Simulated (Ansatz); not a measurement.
# AlN (P6_3mc): the host for defect calculations

Aim: the runs on the perfect crystal AlN (P6_3mc) that a defect calculation needs first.

Main program and level: Ansatz 0.2.0; plane-wave PAW DFT, PBEsol; relaxation of the host's cell and atoms; PAW set soft_1, in the first sound run; inputs show where later runs differ.

## (1) Set-up

The structure is hexagonal, space group P6_3mc (No. 186). Conventional cell: a = 3.129 Å, b = 3.129 Å, c = 5.017 Å, α = 90.00°, β = 90.00°, γ = 120.00°. Nearest to Al lie 4 N at 1.90 to 1.91 Å. Nearest to N lie 4 Al at 1.90 to 1.91 Å. Farther neighbours and most contacts between anions are not listed.

## (2) Host cell relaxation

Lattice and positions are set free, within the symmetry that the program keeps.

cell/input.yaml

```yaml
crystal:
  lattice:
    - [3.1285881, 0.0, 0.0]
    - [-1.5642941, 2.7094368, 0.0]
    - [0.0, 0.0, 5.016955]
  atoms:
    - { symbol: Al, position: [0.66666667, 0.33333333, 0.499287] }
    - { symbol: Al, position: [0.33333333, 0.66666667, 0.999287] }
    - { symbol: "N", position: [0.66666667, 0.33333333, 0.880713] }
    - { symbol: "N", position: [0.33333333, 0.66666667, 0.380713] }
basis:
  ecutwfc: 420
  xc_grid: 2
hamiltonian:
  xc: pbesol
  pseudopotentials: { kind: paw, azcp: { folder: soft_1 }, xc_functional: pbe }
kpoints:
  mp_grid: { grid: [10, 10, 6] }
scf:
  occupations: { method: fixed }
  max_iter: 100
relax:
  f_tol: 0.005
  max_steps: 60
  cell: {}
output:
  forces: true
  stress: true
checkpoint:
  write: "../cell.run"
  compress: false
  write_wavefunctions: false
  write_every: 100000
```

Command:

```bash
$ ansatz run input.yaml --threads 8 --pin off --max-ram 18841MiB --backend cpu --events-out ev --progress --plain --runs-dir out
```

Numbers of over 12 decimals in the logs are rounded to 6 here.

Log:

```text
[... repeated set-up lines and file paths are left out, and long positions are rounded to six places ...]
Engine: ansatz 0.2.0, aarch64-unknown-linux-gnu
Pseudopotentials: kind: paw
Pseudopotential: Al, paw, valence charge 3, recommended cutoff 420 eV (normal), soft_1/Al.paw.azcp
Pseudopotential: N, paw, valence charge 5, recommended cutoff 420 eV (normal), soft_1/N.paw.azcp
Functional definition: PBEsol
  exchange = pbesol_x
  correlation = pbesol_c
Crystal: 4 atoms, lattice volume = 42.527 Å³
Basis set: ecut = 420 eV, 833 PW (Γ), exchange–correlation on 48×48×72 points (8 copies of the dense FFT grid, shifted against one another)
Bands: 12, of which v1, the nominal top of the filled ones, is band 8 counted from 1 (7 counted from 0)
Symmetry: 12 space group operations
Space group: P63mc (ITA 186), of the structure as read, at distance tolerance 3.5e-5 Å
k-points: 56 of 600 (time reversal used)
Non-local potential: Al, projectors of the file, l = 0: 2, l = 1: 2, l = 2: 1
Non-local potential: N, projectors of the file, l = 0: 2, l = 1: 2, l = 2: 1
PAW form: soft (Blöchl's): semilocal exchange-correlation on the pseudo side does not see the compensation charge
PAW frozen core: Al, regenerated for the run's functional, and the local potential with it (the file was generated under x = pbe(κ = 0.804, μ = 0.219515), c = pbe(β = 0.066725))
PAW frozen core: N, regenerated for the run's functional, and the local potential with it (the file was generated under x = pbe(κ = 0.804, μ = 0.219515), c = pbe(β = 0.066725))
PAW one-centre angular grid: Al, 110 points (default); XC on 64 Gauss nodes
PAW one-centre angular grid: N, 110 points (default); XC on 64 Gauss nodes
Initial density: superposition of atomic densities (chi_scale 0.1, normalization cell, long waves kept (reshape's long-wave potential 0.00 eV rms))
Initial wavefunctions: pseudopotential atomic-orbital guess
Functional: x = pbesol(κ = 0.804, μ = 0.123457), c = pbesol(β = 0.046)
SCF iter   1: F=—  HF=-1814.557156 eV  |F-HF|=—  |Δ(HF+E_count)|=         —  Δρ=1.27e-1  dr2=8.59e0  ethr=3.10e-3  ⟨swp⟩=4.8  Hψ=3603  notcnv=0  defer=30
preconditioner: auto → none  [insulator: Δε(μ)=5.225 eV  Ē_g=13.993 eV  n_scr=2 (ndim 8)  ℏωp=22.8 eV  f_vac=0.000  ε∞_Penn≈3.6]
SCF iter   2: F=—  HF=-1812.338311 eV  |F-HF|=—  |Δ(HF+E_count)|=    2.22e0  Δρ=7.34e-2  dr2=1.37e0  ethr=3.10e-3  ⟨swp⟩=3.3  Hψ=2014  notcnv=0  defer=106
SCF iter   3: F=—  HF=-1811.945305 eV  |F-HF|=—  |Δ(HF+E_count)|=   3.93e-1  Δρ=2.22e-2  dr2=1.08e-1  ethr=3.10e-3  ⟨swp⟩=2.2  Hψ=1562  notcnv=0  defer=102
SCF iter   4: F=—  HF=-1811.918628 eV  |F-HF|=—  |Δ(HF+E_count)|=   2.67e-2  Δρ=9.69e-4  dr2=1.78e-4  ethr=6.74e-4  ⟨swp⟩=2.0  Hψ=823  notcnv=0  defer=112
SCF iter   5: F=—  HF=-1811.918549 eV  |F-HF|=—  |Δ(HF+E_count)|=   7.89e-5  Δρ=2.57e-4  dr2=6.43e-6  ethr=1.11e-6  ⟨swp⟩=2.0  Hψ=1088  notcnv=0  defer=112
SCF iter   6: F=—  HF=-1811.918512 eV  |F-HF|=—  |Δ(HF+E_count)|=   3.69e-5  Δρ=1.77e-5  dr2=7.59e-8  ethr=6.25e-10  ⟨swp⟩=2.8  Hψ=2592  notcnv=0
SCF iter   7: F=-1811.918512 eV  HF=-1811.918512 eV  |F-HF|=1.45e-10  |Δ(HF+E_count)|=   6.25e-9  Δρ=2.87e-6  dr2=1.42e-9  ethr=4.74e-10  ⟨swp⟩=2.1  Hψ=2430  notcnv=0
SCF 1 converged in 7 iterations: F = -1811.918512 eV  dr2 = 1.42e-9
  greatest PAW one-centre occupation: 0.786 electrons in one spin orbital (limit 2), on the N atom at site 2 (counted from 0), in its partial waves of l = 0
relax step   1: F+E_penalty+E_count = -1811.91851187 eV  Δ(F+E_penalty+E_count) = +0.000e0 eV  max|allowed force component| = 6.017e-3 eV/Å  Δτ_max = 0.0000 Å  P = -3.168 GPa  Ω = 42.527 Å³  (7 SCF iters, dr2 threshold 1.00e-7 eV, accepted)
[... the SCF cycles and remarks between the steps are left out from here to the last step ...]
relax step   2: F+E_penalty+E_count = -1811.92433892 eV  Δ(F+E_penalty+E_count) = -5.827e-3 eV  max|allowed force component| = 6.283e-3 eV/Å  Δτ_max = 0.0007 Å  P = -1.560 GPa  Ω = 42.176 Å³  energy of the carried Pulay correction = +6.009e-4 eV  (4 SCF iters, dr2 threshold 4.00e-7 eV, accepted)
relax step   3: F+E_penalty+E_count = -1811.92652540 eV  Δ(F+E_penalty+E_count) = -2.186e-3 eV  max|allowed force component| = 2.367e-3 eV/Å  Δτ_max = 0.0006 Å  P = +0.035 GPa  Ω = 41.842 Å³  energy of the carried Pulay correction = +1.177e-3 eV  (4 SCF iters, dr2 threshold 4.00e-7 eV, accepted)
Initial wavefunctions: pseudopotential atomic-orbital guess (no wavefunctions were taken with the density)
iter 1 solved again at ethr=7.74e-9 eV; its pass at ethr=3.10e-3 eV (dr2=1.24e-6 eV) is discarded
SCF iter   1: F=—  HF=-1811.925457 eV  |F-HF|=—  |Δ(HF+E_count)|=         —  Δρ=6.96e-5  dr2=3.42e-7  ethr=7.74e-9  ⟨swp⟩=3.1  Hψ=5709  notcnv=0  defer=112
SCF iter   2: F=—  HF=-1811.925428 eV  |F-HF|=—  |Δ(HF+E_count)|=   2.89e-5  Δρ=3.24e-5  dr2=9.35e-8  ethr=2.13e-9  ⟨swp⟩=2.0  Hψ=1120  notcnv=0  defer=112
SCF iter   3: F=—  HF=-1811.925428 eV  |F-HF|=—  |Δ(HF+E_count)|=   1.05e-7  Δρ=1.39e-5  dr2=1.51e-8  ethr=5.84e-10  ⟨swp⟩=2.2  Hψ=1024  notcnv=0  defer=112
SCF iter   4: F=—  HF=-1811.925428 eV  |F-HF|=—  |Δ(HF+E_count)|=   2.11e-8  Δρ=9.70e-7  dr2=1.02e-10  ethr=9.43e-11  ⟨swp⟩=2.0  Hψ=1087  notcnv=0  defer=112
SCF iter   5: F=-1811.925428 eV  HF=-1811.925428 eV  |F-HF|=1.05e-11  |Δ(HF+E_count)|=  1.46e-10  Δρ=2.45e-7  dr2=5.61e-12  ethr=1.00e-12  ⟨swp⟩=4.0  Hψ=2182  notcnv=0
SCF 4 converged in 5 iterations: F = -1811.925428 eV  dr2 = 5.61e-12
relax step   4: F+E_penalty+E_count = -1811.92542837 eV  Δ(F+E_penalty+E_count) = +1.097e-3 eV  max|allowed force component| = 2.387e-3 eV/Å  Δτ_max = 0.0000 Å  P = -0.020 GPa  Ω = 41.842 Å³  stress off target by 2.16e-2 GPa  SCF on the basis re-selected at this cell (its energy is not comparable with the rows above)  (5 SCF iters)
basis re-selected at this cell: Δ(F+E_penalty+E_count) = +1.097e-3 eV, ΔP = -0.055 GPa vs the last step (what re-selecting the basis moved, of the pressure what is left beyond the Pulay correction that the steps carried, after the strain that the cell walked [...]
SCF converged after 5 iterations
Free energy (F): -1811.925428 eV
Harris-Foulkes:  -1811.925428 eV  (|F-HF|=1.05e-11)
Internal energy: -1811.925428 eV  (E = F + TS)
E sigma→0 (E₀):  -1811.925428 eV
Fermi energy:    7.033610 eV
--- Per-component energies (eV) ---
  E_band       = 28.451432
  E_kinetic    = 311.969997
  E_local      = -418.982548  (includes V_loc(G=0)·N_el)
  E_nonlocal   = 89.682409
  E_hartree    = 153.510498
  E_xc         = -195.984129
  E_vxc        = -213.006689  (∫ρ·V_xc dr)
  E_paw        = -1160.730402  (= ΣΔE_a)
  E_vpaw       = -48.234417  (= ΣTr[D̂ρ^β])
  E_aug_tail   = 0.001678  (compensation charges beyond the density's cutoff)
  E_ewald      = -591.487408
  E_core_change = 0.094476  (= ΣΔE_core)
  E_smearing   = -0.000000  (= −TS)
  E_closure    = 0.000000  (closes the sum)
  Σ components = -1811.925428   (vs F -1811.925428, Δ=0.00e0)
--- Forces (eV/Å), atoms counted from 1 ---
  atom   1  Al     0.00000000    -0.00000000    -0.00238693
  atom   2  Al     0.00000000     0.00000000    -0.00238693
  atom   3  N     -0.00000000    -0.00000000     0.00238617
  atom   4  N      0.00000000     0.00000000     0.00238617
  max |Σ_I F_I| component: 1.52e-6 eV/Å
--- Stress (GPa, compression-positive) ---
       -0.021647       0.000000       0.000000
        0.000000      -0.021647       0.000000
        0.000000       0.000000      -0.015218
  P = ⅓ Tr σ = -0.0195 GPa (-0.195 kbar)
--- Relaxed structure (3 steps of the walk, 3 accepted, 1 SCFs on fresh bases) ---
  F+E_penalty+E_count = -1811.92542837 eV   max|allowed force component| = 2.387e-3 eV/Å   (the final SCF, on the basis selected at the relaxed cell)
  cell:  # Å, volume = 41.8416 Å³
    - [3.113607, 2.8729285530942622e-8, 0]
    - [-1.556804, 2.696463, 0]
    - [0, 0, 4.983677]
  atoms:
    - { symbol: Al, position: [0.666667, 0.333333, 0.499034] }
    - { symbol: Al, position: [0.333333, 0.666667, 0.999034] }
    - { symbol: N, position: [0.666667, 0.333333, 0.880966] }
    - { symbol: N, position: [0.333333, 0.666667, 0.380966] }
```

Elapsed: 1.8 s, on 8 threads of Arm Neoverse V2, shared host; peak memory 0.37 GiB.

The steps of the relaxation:

| step | energy less that of the first step (eV) | largest force component (eV/Å) | pressure (GPa) | volume (Å³) |
| --- | --- | --- | --- | --- |
| 1 | 0.0000 | 0.0060 | -3.17 | 42.53 |
| 2 | -0.0058 | 0.0063 | -1.56 | 42.18 |
| 3 | -0.0080 | 0.0024 | 0.04 | 41.84 |
| 4* | -0.0069 | 0.0024 | -0.02 | 41.84 |

Relaxation steps marked * repeat the geometry before them on a plane-wave basis chosen anew for their cell, so energy and pressure can jump there.

Forces are held to the 12 operations that the run works with; a distortion that breaks them can't arise in this run.

| conventional cell, symmetrised | before | after | change |
| --- | --- | --- | --- |
| a (Å) | 3.129 | 3.114 | -0.5 % |
| b (Å) | 3.129 | 3.114 | -0.5 % |
| c (Å) | 5.017 | 4.984 | -0.7 % |
| volume (Å³/atom) | 10.63 | 10.46 | -1.6 % |

The relaxed structure:

```xyz
4
Lattice="3.1136 0.0000 0.0000 -1.5568 2.6965 0.0000 0.0000 0.0000 4.9837" Properties=species:S:1:pos:R:3 pbc="T T T"
Al    1.5568    0.8988    2.4870
Al    0.0000    1.7976    4.9789
N     1.5568    0.8988    4.3904
N     0.0000    1.7976    1.8986
```

Numbers from this step:

```
pressure : -0.01950 GPa
```

The relaxation ends with a largest force component of 0.0024 eV/Å and a pressure of -0.02 GPa.

(Part 1 of 4 ends here.)

[Logs are printed without paths, hosts, clocks, repeated set-up lines and the standing remarks that a program may print on its own settings, such as how far it seeks lower states.]

[Hosts, paths, dates, database ids (printed as entryN), source tags and the programs' standing remarks are cut or masked in the printed files.]

[Runs of the host that timed out are not shown.]

[For some hosts the program warned that the k-mesh of the response run may be too coarse for force constants and the static dielectric constant; such warnings are not always shown.]
